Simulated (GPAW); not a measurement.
The system is BaTiO3.

```
Ba Ti O
1.0
     4.00600    0.00000    0.00000
     0.00000    4.00600    0.00000
     0.00000    0.00000    4.00600
Ba Ti O
1 1 3
Direct
  0.50000 0.50000 0.50000
  0.00000 0.00000 0.00000
  0.00000 0.00000 0.50000
  0.00000 0.50000 0.00000
  0.50000 0.00000 0.00000
```

Base run:

- Program: GPAW 26.7.0
- Functional: PBE
- Potentials or basis: GPAW PAW data sets (gpaw-data 1.2.1)
- Cutoff: 800 eV
- Basis: pw
- k mesh: 7 × 7 × 7
- Occupations: fermi-dirac, width 0.05 eV
- Spin: no spin polarisation

Its results: band gap on the k mesh 1.84 eV, indirect (least direct gap 1.92 eV); pressure 3.0 GPa.

Q: The run is repeated on the same cell with these changes: functional from PBE to PBEsol; potentials or basis from GPAW PAW data sets (gpaw-data 1.2.1) to PAW data sets generated in the run's folder for this functional. What comes out?

A: Band gap on the k mesh 1.79 eV, indirect (least direct gap 1.87 eV); pressure -3.1 GPa.

Caveats: spin-orbit coupling is left out, which moves the levels of the heavy elements.

A k mesh can miss the band edges.
